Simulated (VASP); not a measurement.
# Settings for C: self-consistent run

C, P1 (no. 1), 4 atoms in the cell. PBE; PAW potentials C (PBE set). VASP 6.6.1. The atoms are moved at random off their ideal places.

Wanted: energy within 1 meV/atom; forces within 0.005 eV/Å; pressure within 0.1 GPa.

POSCAR:
```
C
1.0
    2.4610000000      0.0000000000      0.0000000000
   -1.2305000000      2.1312885187      0.0000000000
    0.0000000000      0.0000000000      6.7080000000
C
4
Direct
   -0.0004770000     -0.0066270000      0.2484310000
    0.0014170000      0.0028310000      0.7517320000
    0.3341910000      0.6620700000      0.2468050000
    0.6658240000      0.3312110000      0.7534470000
```

## One numerical tag moved

| One numerical tag moved | Energy less reference (meV/atom) | Forces, largest deviation (eV/Å) | Pressure (GPa) | SCF iterations | Time (s) |
|---|---|---|---|---|---|
| default | 0.0 | 0.0000 | 3.26 | 13 | 54 |
| DEPER = 0.05 | 0.0 | 0.0000 | 3.26 | 13 | 68 |
| LMAXPAW = -1 | -17.8 | 0.0023 | 2.28 | 13 | 60 |
| LASYNC = T | 0.0 | 0.0000 | 3.26 | 13 | 54 |
| NDAV = 8 | 0.0 | 0.0000 | 3.26 | 13 | 56 |
| NBLK = 64 | 0.0 | 0.0000 | 3.26 | 13 | 55 |
| LMAXPAW = 0 | 0.4 | 0.0018 | 3.28 | 13 | 56 |
| DEPER = 0.6 | 0.0 | 0.0000 | 3.26 | 13 | 57 |
| NDAV = 2 | 0.0 | 0.0000 | 3.26 | 13 | 57 |

Chosen: default; no other choice that stays within half of the tolerance saves 30 % of the time.

## The input

INCAR:
```
  ALGO = Normal
  EDIFF = 1E-7
  ENCUT = 520
  ISIF = 2
  ISMEAR = 0
  LASPH = T
  LCHARG = F
  LREAL = F
  LWAVE = F
  NELM = 100
  PREC = Accurate
  SIGMA = 0.02
```

KPOINTS:
```
k-points
0
Gamma
  10 10 4
```

Commands:
```
cat potpaw_PBE.64/C/POTCAR > POTCAR
mpirun -np 1 vasp_std > vasp.out
```

The chosen input took VASP 6.6.1 54 s on 1 core (Intel Xeon Platinum 8259CL @ 2.50GHz (Skylake/Cascade Lake)), a shared host.

## An input that fails: LMAXPAW = -1 without LASPH

It runs to its end, but against the unchanged starting input it is off by 17.8 meV/atom in the energy, 0.0023 eV/Å in the forces, 0.97 GPa in the pressure.

Changes against the starting input:
```
- LASPH = True
+ LASPH = False
+ LMAXPAW = -1
```
